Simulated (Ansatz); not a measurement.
# Relaxation of Si$_{2}$Ge

The calculation used Ansatz 0.2.0, DFT PBEsol, scalar-relativistic, plane waves, PAW. (420 eV cutoff, 8×8×6 k-mesh, Gaussian smearing of 0.10 eV, no spin polarisation)

What was changed: 4 of 4 Ti sites taken by Ge, cell and atoms relaxed.

Command:

```bash
ansatz run input.yaml --threads 2 --pin off --max-ram 5120MiB --backend cpu --events-out ev --progress --plain --runs-dir out
```

Input:

```yaml
crystal:
  lattice:
    - [3.450470374, 0.0, -3.4658805035]
    - [3.450470374, 0.0, 3.4658805035]
    - [-1.725235187, -8.4382246835, 0.0]
  atoms:
    - { symbol: Ge, position: [0.0690376382, 0.8190376382, 0.7761505528] }
    - { symbol: Ge, position: [0.5690376382, 0.3190376382, 0.7761505528] }
    - { symbol: Ge, position: [0.9309623618, 0.1809623618, 0.2238494472] }
    - { symbol: Ge, position: [0.4309623618, 0.6809623618, 0.2238494472] }
    - { symbol: Si, position: [0.9005683214, 0.6505683214, 0.1022732857] }
    - { symbol: Si, position: [0.4005683214, 0.1505683214, 0.1022732857] }
    - { symbol: Si, position: [0.0994316786, 0.3494316786, 0.8977267143] }
    - { symbol: Si, position: [0.5994316786, 0.8494316786, 0.8977267143] }
    - { symbol: Si, position: [0.757606061, 0.507606061, 0.530424244] }
    - { symbol: Si, position: [0.257606061, 1.007606061, 0.530424244] }
    - { symbol: Si, position: [0.242393939, 0.492393939, 0.469575756] }
    - { symbol: Si, position: [0.742393939, -0.007606061, 0.469575756] }
basis:
  ecutwfc: 420
kpoints:
  mp_grid: { grid: [8, 8, 6] }
hamiltonian:
  xc: pbesol
scf:
  occupations: { method: gaussian, width: 0.1 }
output:
  forces: true
  stress: true
  eigenvalues: true
relax:
  adjacent_minimum: "off"
  f_tol: 0.015
  max_steps: 60
  cell: { stress_tol: 0.15 }
```

F is the free energy. Steps run on the plane waves of an earlier cell, but the last one, and at times one on the way, on a freshly chosen basis, so a repeated geometry can differ a little in energy.

Steps:

| step | F − F(1) (eV) | largest force component (eV/Å) | V (Å³/atom) | P (GPa) |
| --- | --- | --- | --- | --- |
| 1 | 0.0000 | 0.027 | 16.819 | -0.08 |
| 2 | -0.0030 | 0.020 | 16.845 | -0.10 |
| 3 | -0.0051 | 0.023 | 16.842 | 0.03 |
| 4 | -0.0042 | 0.040 | 16.925 | -0.35 |
| 5 | -0.0059 | 0.003 | 16.850 | 0.02 |
| 6 | -0.0060 | 0.003 | 16.850 | 0.02 |

Relaxed structure:

```xyz
12
Lattice="3.4305 -0.0008 -3.4448 3.4305 -0.0008 3.4448 -1.7134 -8.5545 0.0000" Properties=species:S:1:pos:R:3 pbc="T T T"
Ge    1.7181   -6.6318    2.5836
Ge    1.7181   -6.6318   -0.8612
Ge    3.4296   -1.9242   -2.5836
Ge    3.4296   -1.9242    0.8612
Si    5.1439   -0.8675   -0.8612
Si    1.7133   -0.8667   -0.8612
Si    0.0038   -7.6886    0.8612
Si    3.4344   -7.6894    0.8612
Si    3.4311   -4.5422   -0.8612
Si    3.4311   -4.5422    2.5836
Si    1.7166   -4.0139    0.8612
Si    1.7166   -4.0139   -2.5836
```

It takes space group P2_1/m (No. 11, monoclinic). The conventional cell has a = 3.431 Å, b = 3.445 Å, c = 8.724 Å, α = 90.00°, β = 101.31°, γ = 90.00°. Around Ge (site symmetry m) lie 6 Si at 2.65 to 2.71 Å. Around Si (site symmetry m) lie 2 Si at 2.44 Å and 4 Ge at 2.65 Å. Around Si (site symmetry m) lie 4 Si at 2.49 Å and 2 Ge at 2.70 to 2.71 Å.

The run converged. It took 3.4 min on 2 threads of Arm Neoverse V2, with other jobs on the host, peak memory 1.1 GiB.